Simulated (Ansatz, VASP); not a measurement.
# TiZn (linear Ti-Zn chain) in two plane-wave programs, part 2 of 2

One calculation is typed for both programs; each brings its own data sets. How far apart do they land? The structure shown is the end of the Ansatz relaxation below.

VASP 6.6.1 and Ansatz 0.2.0.

So far: Set-up; Ansatz: relaxation, PBE; VASP: single point, PBE.

## (3) VASP: single point, PBE (continued)

Level of this step: PBE, spin-polarised from a ferromagnetic start; plane waves and PAW (Ti_sv, Zn) (VASP).

Numbers of over 12 decimals in the logs are rounded to 6 here.

From OUTCAR (step 3):

```text
ion  position               nearest neighbor table
   1  0.500  0.500  0.000-   2 2.74   2 2.74
   2  0.500  0.500  0.500-   1 2.74   1 2.74

  LATTYP: Found a simple tetragonal cell.
 ALAT       =     7.5000000000
 C/A-ratio  =     0.7294400000

 Subroutine GETGRP returns: Found 16 space group operations
 (whereof 16 operations were pure point group operations)

The static configuration has the point symmetry D_4h.

 Found      8 irreducible k-points:

   k-points           NKPTS =      8   k-points in BZ     NKDIM =      8   number of bands    NBANDS=     21

   dimension x,y,z NGX =    56 NGY =   56 NGZ =   40
   dimension x,y,z NGXF=   112 NGYF=  112 NGZF=   80

   ENCUT  =  500.0 eV  36.75 Ry    6.06 a.u.  13.67 13.67  9.97*2*pi/ulx,y,z

   NELECT =      24.0000    total number of electrons

 k-points in reciprocal lattice and weights: Automatic mesh
   0.00000000  0.00000000  0.00000000       0.067
   0.00000000  0.00000000  0.06666667       0.133
   0.00000000  0.00000000  0.13333333       0.133
   0.00000000  0.00000000  0.20000000       0.133
   0.00000000  0.00000000  0.26666667       0.133
   0.00000000  0.00000000  0.33333333       0.133
   0.00000000  0.00000000  0.40000000       0.133
   0.00000000  0.00000000  0.46666667       0.133

 average (electrostatic) potential at core
       1 -82.6607       2 -41.7561

 E-fermi :  -2.1467

 spin component 1
 k-point     1 :       0.0000    0.0000    0.0000
  band No.  band energies     occupation
    ...
      8      -9.2186      1.00000
      9      -9.2183      1.00000
     10      -6.3725      1.00000
     11      -2.3286      0.97433
     12      -2.1557      0.54457
     13      -2.0976      0.27232
     14      -2.0976      0.27220
     15      -1.4589      0.00000
     16      -1.2695      0.00000
     17      -1.2695      0.00000
    ...

 k-point     2 :       0.0000    0.0000    0.0667
  band No.  band energies     occupation
    ...
      8      -9.2186      1.00000
      9      -9.2183      1.00000
     10      -6.3514      1.00000
     11      -2.3277      0.97392
     12      -2.1685      0.60735
     13      -2.1367      0.45018
     14      -2.1367      0.45004
     15      -1.4581      0.00000
     16      -1.2802      0.00000
     17      -1.2077      0.00000
    ...

 k-point     3 :       0.0000    0.0000    0.1333
  band No.  band energies     occupation
    ...
     10      -6.2886      1.00000
     11      -2.3255      0.97273
     12      -2.2370      0.85867
     13      -2.2280      0.83549
     14      -2.2280      0.83541
     15      -1.6364      0.00004
     16      -1.4559      0.00000
     17      -1.0482      0.00000
     18      -1.0482      0.00000
     19       0.7352      0.00000
    ...

 k-point     4 :       0.0000    0.0000    0.2000
  band No.  band energies     occupation
    ...
     10      -6.1854      1.00000
     11      -2.4849      0.99885
     12      -2.3328      0.97637
     13      -2.3328      0.97636
     14      -2.3221      0.97089
     15      -1.8838      0.00518
     16      -1.4526      0.00000
     17      -0.8289      0.00000
     18      -0.8289      0.00000
     19       0.8247      0.00000
    ...

 k-point     5 :       0.0000    0.0000    0.2667
  band No.  band energies     occupation
    ...
     10      -6.0462      1.00000
     11      -2.9022      1.00000
     12      -2.4295      0.99651
     13      -2.4295      0.99651
     14      -2.3182      0.96862
     15      -1.9545      0.02096
     16      -1.4488      0.00000
     17      -0.5707      0.00000
     18      -0.5707      0.00000
     19       0.9452      0.00000
    ...

 k-point     6 :       0.0000    0.0000    0.3333
  band No.  band energies     occupation
    ...
     10      -5.8814      1.00000
     11      -3.3273      1.00000
     12      -2.5077      0.99927
     13      -2.5077      0.99927
     14      -2.3145      0.96629
     15      -1.9697      0.02819
     16      -1.4451      0.00000
     17      -0.2843      0.00000
     18      -0.2843      0.00000
     19       1.1000      0.00000
    ...

  Total       -0.3165053     -0.3165053      0.1122584      0.0000000      0.0000000      0.0000000
  in kB       -1.6478519     -1.6478519      0.5844620      0.0000000      0.0000000      0.0000000
  external PRESSURE =      -0.9037473 kB  Pullay stress =       0.0000000 kB

  energy-cutoff  :      500.00
  volume of cell :      307.73
      direct lattice vectors                 reciprocal lattice vectors
     7.500000000  0.000000000  0.000000000     0.133333333  0.000000000  0.000000000
     0.000000000  7.500000000  0.000000000     0.000000000  0.133333333  0.000000000
     0.000000000  0.000000000  5.470800000     0.000000000  0.000000000  0.182788623

 POSITION                                       TOTAL-FORCE (eV/Angst)
 -----------------------------------------------------------------------------------
      3.75000      3.75000      0.00000         0.000000      0.000000      0.000000
      3.75000      3.75000      2.73540         0.000000      0.000000      0.000000
 -----------------------------------------------------------------------------------
    total drift:                                0.000000      0.000000      0.000000

  FREE ENERGIE OF THE ION-ELECTRON SYSTEM (eV)
  ---------------------------------------------------
  free  energy   TOTEN  =        -4.0219756703 eV

  energy  without entropy=       -3.9787878349  energy(sigma->0) =       -4.00038175

 total charge
# of ion       s       p       d       tot
------------------------------------------
    1        2.205   5.955   2.029  10.189
    2        0.788   0.176   9.715  10.678
--------------------------------------------------
tot          2.992   6.131  11.744  20.867

 magnetization (x)
# of ion       s       p       d       tot
------------------------------------------
    1        0.063   0.014   1.928   2.006
    2       -0.001   0.067   0.001   0.067
--------------------------------------------------
tot          0.061   0.082   1.930   2.073

[... 6 further parts left out ...]
```

## (4) Side by side

Known differences besides the potentials themselves: VASP starts from the moments at which Ansatz ended; the cutoff is 420 eV in Ansatz and 500 eV in VASP; Ansatz's pressure holds a Pulay correction, VASP's none; site moments are counted in spheres of each program's own size. Total energies have different zeros and are not compared.

The two programs side by side:

| quantity | Ansatz | VASP | difference |
| --- | --- | --- | --- |
| pressure (GPa) | -0.12 | -0.09 | -0.03 |
| total moment (μB) | 3.19 | 3.17 | +0.01 |
| moment on Ti1 (μB) | 1.98 | 2.01 | -0.03 |
| moment on Zn2 (μB) | 0.07 | 0.07 | +0.01 |

## (5) What came out

| Quantity | Value |
| --- | --- |
| difference in total moment (single point, PBE) | 0.014 μB |

The difference in total moment is 0.014 μB (single point, PBE). How closely two codes agree says nothing of how well the functional describes the real material.

[Lines on the potential files, build, host, timing and source positions are cut from VASP's logs without a mark.]

[Logs are printed without paths, hosts, clocks, repeated set-up lines and the standing remarks that a program may print on its own settings, such as how far it seeks lower states.]

[Hosts, paths, dates, database ids (printed as entryN), source tags and the programs' standing remarks are cut or masked in the printed files.]
